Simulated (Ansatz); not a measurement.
Ionic part of the dielectric constant of BN at 25 GPa, mode by mode

Method: Ansatz, DFT LDA, scalar-relativistic, plane waves, PAW. Cutoff 420 eV, 12×12×12 k-points (Γ-centred), fixed occupations. No spin polarisation. Phonons by linear response, acoustic sum rule imposed.

The structure is trigonal, space group R3m (No. 160). Conventional cell: a = 2.452 Å, b = 2.452 Å, c = 7.630 Å, α = 90.00°, β = 90.00°, γ = 120.00°. B (site symmetry 3m) is surrounded by 3 N at 1.42 Å. Around N (site symmetry 3m) lie 3 B at 1.42 Å.

The crystal is built of layers and no dispersion correction was added, so the binding between them is poorly described, and with it their spacing and whatever depends on it.

The primitive cell has V = 13.24 Å³ and ε∞,zz = 4.539. Each polar mode adds Δε = (4.92064×10⁷/V)·S/ν² along z, with S its oscillator strength in e²/amu, ν in cm⁻¹ and V in Å³.

Q: From these modes, find each Δε and ε0,zz.
| ν (cm⁻¹) | S_zz (e²/amu) |
| --- | --- |
| 600.7 | 0.3825 |
| 1468.2 | 0.01352 |

A:
```
ν (cm⁻¹)    Δε
   600.7  3.94
  1468.2  0.02
```

The sum is 3.963, so ε0,zz = 8.50; the run's tensor has 8.50.

Q: Where do the longitudinal modes lie for a wave vector along z?

A: At 820, 1473 cm⁻¹. The Lyddane–Sachs–Teller product Π(ν_LO/ν_TO)² = 1.87 matches ε0/ε∞ = 1.87.

This form isn't the usual stable structure of the compound at low pressure.

Cost: 1 run of about 1.2 core-minutes, on Intel Xeon Platinum 8259CL (Skylake/Cascade Lake) (shared hosts).